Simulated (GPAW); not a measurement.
# GaAs (F-43m) in GPAW: settings compared

One crystal, GaAs, is run at these levels: PBE, PBE0; tasks: single point.

All numbers are computed with GPAW 26.7.0; they aren't measurements. Logs are shortened: lines on timing, memory, paths and dates and some standing lists are left out, and cuts for length are marked. The log counts tension as positive stress, the text compression.

**What was measured.**

“Evidence of valence band perturbations in GaAsN/GaAs(001): A combined variable-angle spectroscopic ellipsometry and modulated photoreflectance investigation”, 2008, arxiv:0805.2212 reports, for a bulk crystal of GaAs at 300 K: band gap 1.418 ± 0.005 eV (direct).

The results are compared with them further down.

## (1) The structure

It takes space group F-43m (No. 216, cubic). The conventional cell has a = 5.654 Å, b = 5.654 Å, c = 5.654 Å, α = 90.00°, β = 90.00°, γ = 90.00°. Around As (site symmetry -43m) lie 4 Ga at 2.45 Å. Ga (site symmetry -43m) has 4 As at 2.45 Å as nearest neighbours.

## (2) Single point, PBE

Input file run.py:

```python
from ase import Atoms
from ase.dft.bandgap import bandgap
from ase.io import write
from ase.units import GPa
from gpaw import GPAW, PW

atoms = Atoms(['As', 'Ga'],
              cell=[[0.0, 2.82685, 2.82685],
                    [2.82685, 0.0, 2.82685],
                    [2.82685, 2.82685, 0.0]],
              scaled_positions=[[0.75, 0.75, 0.75],
                                [0.0, 0.0, 0.0]],
              pbc=True)

calc = GPAW(mode=PW(450),
            xc='PBE',
            kpts={'size': (7, 7, 7), 'gamma': True},
            occupations={'name': 'fermi-dirac', 'width': 0.05},
            nbands=11,
            maxiter=120,
            txt='gpaw.txt')
atoms.calc = calc
energy = atoms.get_potential_energy()
forces = atoms.get_forces()
stress = atoms.get_stress()
calc.write('gs.gpw')
write('result.traj', atoms)
print(f'Energy: {energy:.6f} eV')
print('Forces (eV/A):')
print(forces.round(4))
print('Stress (GPa):', (stress / GPa).round(3))
print('Fermi level:', round(calc.get_fermi_level(), 4), 'eV')
print(f'Gap: {bandgap(calc)[0]:.4f} eV, direct: {bandgap(calc, direct=True)[0]:.4f} eV')
```

Potentials or basis: GPAW PAW data sets (gpaw-data 1.2.1), pw.

On the command line:

```console
> OMP_NUM_THREADS=1 python run.py
```

gpaw.txt:

```text
__  _  _
 | _ |_)|_||  |
 |__||  | ||/\| - 26.7.0

Input parameters:
  mode=PW(ecut=450.00000000000006),
  kpts=MonkhorstPack(size=(7, 7, 7), gamma=True),
  maxiter=120,
  nbands=11,
  occupations=Occupations(name='fermi-dirac', width=0.05),
  xc=XC(name='PBE')

Diagonalizing LCAO Hamiltonian
Converting LCAO to pw mode

                    As

       Ga

Atoms  # Å, Bohr magnetons
|   | symbol |        x |        y |        z |    initial magnetic moments |
|---|--------|----------|----------|----------|-----------------------------|
| 0 |     As | 4.240275 | 4.240275 | 4.240275 | ( 0.0000,  0.0000,  0.0000) |
| 1 |     Ga | 0.000000 | 0.000000 | 0.000000 | ( 0.0000,  0.0000,  0.0000) |

Unit cell  # Å
| periodic |        x |        y |        z |  lengths |    angles |
|----------|----------|----------|----------|----------|-----------|
|      yes | 0.000000 | 2.826850 | 2.826850 | 3.997770 | 60.000000 |
|      yes | 2.826850 | 0.000000 | 2.826850 | 3.997770 | 60.000000 |
|      yes | 2.826850 | 2.826850 | 0.000000 | 3.997770 | 60.000000 |

Number of symmetries: 24
Symmetry operations  # r_c * U_cc + t_c -> r_c
|    | kind |            matrix            |
|----|------|------------------------------|
|  0 |  E   |  1, 0, 0,  0, 1, 0,  0, 0, 1 |
|  1 |  σ   |  1, 0, 0,  0, 0, 1,  0, 1, 0 |
|  2 |  σ   |  1, 0,-1,  0, 1,-1,  0, 0,-1 |
|  3 |  C3  |  1, 0,-1,  0, 0,-1,  0, 1,-1 |
|  4 |  C3  |  1,-1, 0,  0,-1, 1,  0,-1, 0 |
|  5 |  σ   |  1,-1, 0,  0,-1, 0,  0,-1, 1 |
|  6 |  σ   |  0, 1, 0,  1, 0, 0,  0, 0, 1 |
|  7 |  C3  |  0, 1, 0,  0, 0, 1,  1, 0, 0 |
|  8 |  C2  |  0, 1,-1,  1, 0,-1,  0, 0,-1 |
|  9 |  S4  |  0, 1,-1,  0, 0,-1,  1, 0,-1 |
| 10 |  C3  |  0, 0, 1,  1, 0, 0,  0, 1, 0 |
| 11 |  σ   |  0, 0, 1,  0, 1, 0,  1, 0, 0 |
| 12 |  S4  |  0, 0,-1,  1, 0,-1,  0, 1,-1 |
| 13 |  C3  |  0, 0,-1,  0, 1,-1,  1, 0,-1 |
| 14 |  S4  |  0,-1, 1,  1,-1, 0,  0,-1, 0 |
| 15 |  C2  |  0,-1, 1,  0,-1, 0,  1,-1, 0 |
| 16 |  C3  |  0,-1, 0,  1,-1, 0,  0,-1, 1 |
| 17 |  S4  |  0,-1, 0,  0,-1, 1,  1,-1, 0 |
| 18 |  S4  | -1, 1, 0, -1, 0, 1, -1, 0, 0 |
| 19 |  C3  | -1, 1, 0, -1, 0, 0, -1, 0, 1 |
| 20 |  C3  | -1, 0, 1, -1, 1, 0, -1, 0, 0 |
| 21 |  S4  | -1, 0, 1, -1, 0, 0, -1, 1, 0 |
| 22 |  σ   | -1, 0, 0, -1, 1, 0, -1, 0, 1 |
| 23 |  C2  | -1, 0, 0, -1, 0, 1, -1, 1, 0 |

BZ-sampling:
  Number of BZ points: 343
  Number of IBZ points: 20

  Monkhorst-Pack size: [7, 7, 7]
  Monkhorst-Pack shift: [0, 0, 0]

K-points  # in reciprocal-cell coordinates
|     |                                coordinates |     weight |
|-----|--------------------------------------------|------------|
|   0 | (  0.00000000,   0.00000000,   0.00000000) | 0.00291545 |
|   1 | (  0.14285714,   0.14285714,   0.00000000) | 0.01749271 |
|   2 | (  0.14285714,   0.14285714,   0.14285714) | 0.02332362 |
|   3 | (  0.28571429,   0.14285714,   0.14285714) | 0.03498542 |
|   4 | (  0.28571429,   0.28571429,   0.00000000) | 0.01749271 |
|   5 | (  0.28571429,   0.28571429,   0.14285714) | 0.06997085 |
|   6 | (  0.28571429,   0.28571429,   0.28571429) | 0.02332362 |
|   7 | (  0.42857143,  -0.28571429,  -0.28571429) | 0.03498542 |
|   8 | (  0.42857143,   0.28571429,  -0.42857143) | 0.13994169 |
|   9 | (  0.42857143,   0.28571429,  -0.28571429) | 0.06997085 |
| ... |                                            |            |
|  19 | (  0.42857143,   0.42857143,   0.42857143) | 0.02332362 |

Plane wave coefficients: 990
Cutoff: 450.00000000000006 eV

Spin-components: 1 (collinear spins)
Bands:           11
Projectors:      10
Spin-degeneracy: 2
Datatype:        complex128

Parallelization:
  kpt:    1
  domain: 1
  band:   1

Density:
  Valence electrons: 8.0
  Components: 1
  Grid points: [20 20 20]
  Charge: 0.0  # |e|

Potential:
  Grid points: [20 20 20]

species:
  As:
    name:    Arsenic
    Z:       33.0
    valence: 5
    core:    28
    charge:  0.0  # [|e|]
    compensation charges:
      type: gauss
      rc: 0.33  # [Å]
      lmax: 2
    cutoffs:
      filter: 1.87  # [Å]
      core: 2.96  # [Å]
    projectors
    | kind |    occ | energy [eV] | rcut [Å] |
    |------|--------|-------------|----------|
    |   4s |  2.000 |     -14.487 |    1.058 |
    |   4p |  3.000 |      -5.196 |    1.058 |
    |    s |        |      12.725 |    1.058 |
    |    p |        |      22.016 |    1.058 |
    |    d |        |       0.000 |    1.058 |

    Using partial waves for As as LCAO basis

  Ga:
    name:    Gallium
    Z:       31.0
    valence: 3
    core:    28
    charge:  0.0  # [|e|]
    compensation charges:
      type: gauss
      rc: 0.37  # [Å]
      lmax: 2
    cutoffs:
      filter: 2.06  # [Å]
      core: 4.17  # [Å]
    projectors
    | kind |    occ | energy [eV] | rcut [Å] |
    |------|--------|-------------|----------|
    |   4s |  2.000 |      -8.945 |    1.164 |
    |   4p |  1.000 |      -2.580 |    1.164 |
    |    s |        |      18.266 |    1.164 |
    |    p |        |      24.631 |    1.164 |
    |    d |        |       0.000 |    1.164 |

    Using partial waves for Ga as LCAO basis

Reference energy: -114387.645129  # eV

eigensolver:
  PPCG
  Converge bands: occupied
  niter=2

density mixing:
  MSR1-Mixer
  Pratt-step length: 0.05
  Maximum mixing coefficient: 0.75
  Old densities: 10
  SVD Regularization: 0.005
  Good broyden scale: 1.0
  Trust region scale: 1.0
  Backstep threshold: 4.0
  History deletion threshold: 6.0
  Fourier metric: weight=20.0, sigma=0.015

occupation numbers:
  Fermi-Dirac:
    width: 0.0500  # eV

poisson solver:
  ecut: 3600.0000000000005  # eV

xc functional:
  name: PBE with 2 nearest neighbor stencil

convergence criteria:
- Maximum [total energy] change in last 3 cyles: 0.0005 eV / valence electron
- Maximum integral of absolute [dens]ity change: 0.0001 electrons / valence electron
- Maximum integral of absolute [eigenst]ate change: 4e-08 eV^2 / valence electron
maximum number of iterations: 120

SCF iterations
|iter     | |      energy | eigst |  dens |
|---------|-|-------------|-------|-------|
|iter:   1| |   -8.311570 | -0.66 |       |
|iter:   2| |   -8.294088 | -3.04 | -0.89 |
|iter:   3| |   -8.220691 | -2.22 | -0.92 |
|iter:   4| |   -8.222475 | -3.80 | -1.52 |
|iter:   5| |   -8.222728c| -4.71 | -2.05 |
|iter:   6| |   -8.222745c| -6.04 | -2.81 |
|iter:   7| |   -8.222745c| -7.49c| -3.55 |
|iter:   8| |   -8.222745c| -8.55c| -4.10c|

Converged in 8 steps
Energy contributions relative to reference atoms: (reference = -114387.645129)

Energy contributions:
  Kinetic:          26.956231
  Coulomb:         -23.833505
  Zero:              0.018972
  External:          0.000000
  Xc:              -11.364434
  Entropy:          -0.000020
  Spinorbit:         0.000000
  ----------------------------
  Free energy:      -8.222755
  Extrapolated:     -8.222745

dipole moment: (-10.949617, -10.949617, -10.949617)  # |e|*Ang

Fermi level: 5.245
Eigenvalues  # (at kpt = [0.000, 0.000, 0.000])
| band index |      eig [eV] | occ [0-2] |
|------------|---------------|-----------|
|          0 |        -7.773 |     2.000 |
|          1 |         4.924 |     1.997 |
|          2 |         4.924 |     1.997 |
|          3 |         4.924 |     1.997 |
|          4 |         5.510 |     0.010 |
|          5 |         8.695 |     0.000 |
|          6 |         8.695 |     0.000 |
|          7 |         8.695 |     0.000 |
|          8 |        12.579 |     0.000 |
|          9 |        15.010 |     0.000 |
|         10 |        15.010 |     0.000 |

Gap: 0.586 eV
Transition (v -> c):
  (s=0, k=0, n=3, [0.00, 0.00, 0.00]) -> (s=0, k=0, n=4, [0.00, 0.00, 0.00])
No difference between direct/indirect transitions

Forces  # eV/Ang
|        x |       y |        z |
|----------|---------|----------|
|  0.00000 | 0.00000 |  0.00000 |  # As   0
| -0.00000 | 0.00000 | -0.00000 |  # Ga   1

Stress tensor  # eV/Ang^3
|         x |         y |         z |
|-----------|-----------|-----------|
| -0.027015 | -0.000000 | -0.000000 |
| -0.000000 | -0.027015 | -0.000000 |
| -0.000000 | -0.000000 | -0.027015 |

# Writing to gs.gpw (mode='')
```

Wall time 8.4 s (1 thread of Intel Xeon at 2.70GHz, shared host); peak memory 0.13 GiB.

What came out:

- Free energy: -8.2228 eV
- Pressure: 4.3 GPa
- Band gap on the k mesh: 0.59 eV, direct

Levels at points of the mesh, in eV from the valence-band top:
```
           k point  band 1  band 2  band 3  band 4  band 5  band 6  band 7
(0.00, 0.00, 0.00)  -12.70    0.00    0.00    0.00    0.59    3.77    3.77
```

Caveat: the cutoff is short for stress and forces, so pressures can be off by a GPa or more; an odd mesh through Γ misses points on the zone boundary, where band edges often lie.

## (3) Single point, PBE

Input file run.py:

```python
from ase.dft.bandgap import bandgap
from ase.io import write
from ase.spacegroup import crystal
from ase.units import GPa
from gpaw import GPAW, PW

# As 4c
# Ga 4a
atoms = crystal(['As', 'Ga'],
                basis=[[0.25, 0.25, 0.25],
                       [0.0, 0.0, 0.0]],
                spacegroup=216, setting=1,  # F-43m
                cellpar=[5.6537, 5.6537, 5.6537, 90.0, 90.0, 90.0],
                primitive_cell=True)

calc = GPAW(mode=PW(600),
            xc='PBE',
            kpts={'size': (11, 11, 11), 'gamma': True},
            occupations={'name': 'fermi-dirac', 'width': 0.05},
            nbands=11,
            convergence={'density': 1e-05, 'energy': 1e-05},
            maxiter=50,
            txt='gpaw.txt')
atoms.calc = calc
energy = atoms.get_potential_energy()
forces = atoms.get_forces()
stress = atoms.get_stress()
calc.write('gs.gpw')
write('result.traj', atoms)
print(f'Energy: {energy:.6f} eV')
print('Forces (eV/A):')
print(forces.round(4))
print('Stress (GPa):', (stress / GPa).round(3))
print('Fermi level:', round(calc.get_fermi_level(), 4), 'eV')
print(f'Gap: {bandgap(calc)[0]:.4f} eV, direct: {bandgap(calc, direct=True)[0]:.4f} eV')
```

Potentials or basis: GPAW PAW data sets (gpaw-data 1.2.1), pw.

On the command line:

```console
> OMP_NUM_THREADS=1 python run.py
```

It took 15 s on 1 thread of Intel Xeon Platinum 8375C at 2.90GHz (Ice Lake), shared host; peak memory 0.17 GiB.

The run converged. Its results:

```
Free energy            : -8.2335 eV
Pressure               : 4.4 GPa
Band gap on the k mesh : 0.59 eV, direct
```

Levels at points of the mesh, in eV from the valence-band top:
```tsv
k point	band 1	band 2	band 3	band 4	band 5	band 6	band 7
(0.00, 0.00, 0.00)	-12.70	0.00	0.00	0.00	0.59	3.78	3.78
```

Caveat: an odd mesh through Γ misses points on the zone boundary, where band edges often lie.

## (4) Single point, PBE0

Input file run.py:

```python
from ase import Atoms
from ase.dft.bandgap import bandgap
from ase.io import write
from ase.parallel import parprint
from gpaw import GPAW, PW

atoms = Atoms(['As', 'Ga'],
              cell=[[0.0, 2.82685, 2.82685],
                    [2.82685, 0.0, 2.82685],
                    [2.82685, 2.82685, 0.0]],
              scaled_positions=[[0.75, 0.75, 0.75],
                                [0.0, 0.0, 0.0]],
              pbc=True)

calc = GPAW(mode=PW(450),
            xc='PBE0',
            kpts={'size': (6, 6, 6), 'gamma': True},
            occupations={'name': 'fermi-dirac', 'width': 0.05},
            nbands=9,
            convergence={'density': 1e-05, 'energy': 1e-05},
            maxiter=60,
            txt='gpaw.txt')
atoms.calc = calc
energy = atoms.get_potential_energy()
forces = atoms.get_forces()
calc.write('gs.gpw')
write('result.traj', atoms)
parprint(f'Energy: {energy:.6f} eV')
parprint('Forces (eV/A):')
parprint(forces.round(4))
parprint('Fermi level:', round(calc.get_fermi_level(), 4), 'eV')
parprint(f'Gap: {bandgap(calc)[0]:.4f} eV, direct: {bandgap(calc, direct=True)[0]:.4f} eV')
```

On the command line:

```console
> OMP_NUM_THREADS=1 mpirun -n 8 gpaw python run.py
```

Wall time 7.5 min (8 MPI ranks of Arm Neoverse V1, shared host); peak memory 0.19 GiB.

The run converged. Its results:

```yaml
Free_energy: -10.0114 eV
Band_gap_on_the_k_mesh: 2.00 eV, direct
```

Levels at points of the mesh, in eV from the valence-band top:
```csv
k point,band 1,band 2,band 3,band 4,band 5
"(0.00, 0.00, 0.00)",-14.04,0.00,0.00,0.00,2.00
"(0.50, 0.50, 0.00)",-11.40,-7.50,-2.94,-2.94,2.72
"(0.50, 0.50, 0.50)",-12.21,-7.31,-1.25,-1.25,2.38
```

Caveat: the PAW data sets were made with another functional, which shifts forces and pressure a little.

## (5) Single point, PBE

Input file run.py:

```python
from ase import Atoms
from ase.dft.bandgap import bandgap
from ase.io import write
from ase.units import GPa
from gpaw import GPAW, PW

atoms = Atoms(['As', 'Ga'],
              cell=[[0.0, 2.82685, 2.82685],
                    [2.82685, 0.0, 2.82685],
                    [2.82685, 2.82685, 0.0]],
              scaled_positions=[[0.75, 0.75, 0.75],
                                [0.0, 0.0, 0.0]],
              pbc=True)

calc = GPAW(mode=PW(400),
            xc='PBE',
            kpts={'size': (7, 7, 7), 'gamma': True},
            occupations={'name': 'fermi-dirac', 'width': 0.05},
            nbands=11,
            maxiter=120,
            txt='gpaw.txt')
atoms.calc = calc
energy = atoms.get_potential_energy()
forces = atoms.get_forces()
stress = atoms.get_stress()
calc.write('gs.gpw')
write('result.traj', atoms)
print(f'Energy: {energy:.6f} eV')
print('Forces (eV/A):')
print(forces.round(4))
print('Stress (GPa):', (stress / GPa).round(3))
print('Fermi level:', round(calc.get_fermi_level(), 4), 'eV')
print(f'Gap: {bandgap(calc)[0]:.4f} eV, direct: {bandgap(calc, direct=True)[0]:.4f} eV')
```

On the command line:

```console
> OMP_NUM_THREADS=1 python run.py
```

Wall time 4.7 s (1 thread of Arm Neoverse V1, shared host); peak memory 0.13 GiB.

The run converged, but some of its settings lie outside the range that counts as converged, so its numbers aren't taken as properties of the crystal.

What came out:

* Free energy: -8.2222 eV
* Pressure: 4.3 GPa
* Band gap on the k mesh: 0.59 eV, direct

Caveat: the cutoff is short for stress and forces, so pressures can be off by a GPa or more; an odd mesh through Γ misses points on the zone boundary, where band edges often lie.

## (6) Summary

| level | k mesh | cutoff (eV) | maxiter | convergence | ranks | other keys | gap on the mesh (eV) | pressure (GPa) |
| --- | --- | --- | --- | --- | --- | --- | --- | --- |
| PBE | 7 × 7 × 7 | 450 | 120 | default | - | - | 0.59 | 4.3 |
| PBE | 11 × 11 × 11 | 600 | 50 | - | - | several, not listed | 0.59 | 4.4 |
| PBE0 | 6 × 6 × 6 | 450 | 60 | - | 8 | - | 2.00 | - |

Alike in all rows: task single point; potentials or basis GPAW PAW data sets (gpaw-data 1.2.1), pw; no spin polarisation; cell as given; smearing fermi-dirac 0.05 eV.

Caveats: an odd mesh through Γ misses points on the zone boundary, where band edges often lie (some runs); the cutoff is short for stress and forces, so pressures can be off by a GPa or more (some runs); the PAW data sets were made with another functional, which shifts forces and pressure a little (some runs).

Total energies depend on the potentials used, so only differences within one code and one set of settings carry meaning.

## (7) Comparison with measurements

Step 2. The gap isn't set beside the deposited one, since this odd mesh misses points on the zone boundary.

Step 4. Against the measured gap of GaAs, 1.418 eV (direct; 300 K; “Evidence of valence band perturbations in GaAsN/GaAs(001): A combined variable-angle spectroscopic ellipsometry and modulated photoreflectance investigation”, 2008, arxiv:0805.2212), the calculated 2.00 eV is off by +0.58 eV. 3 values of this kind are on record (1.412 to 1.51 eV); this one was drawn at random among those near their median, those with a stated uncertainty first. Spin-orbit coupling on As, Ga is left out. The value is that of PBE0 on a finite k mesh, which can miss the band edges, without temperature or zero-point motion.
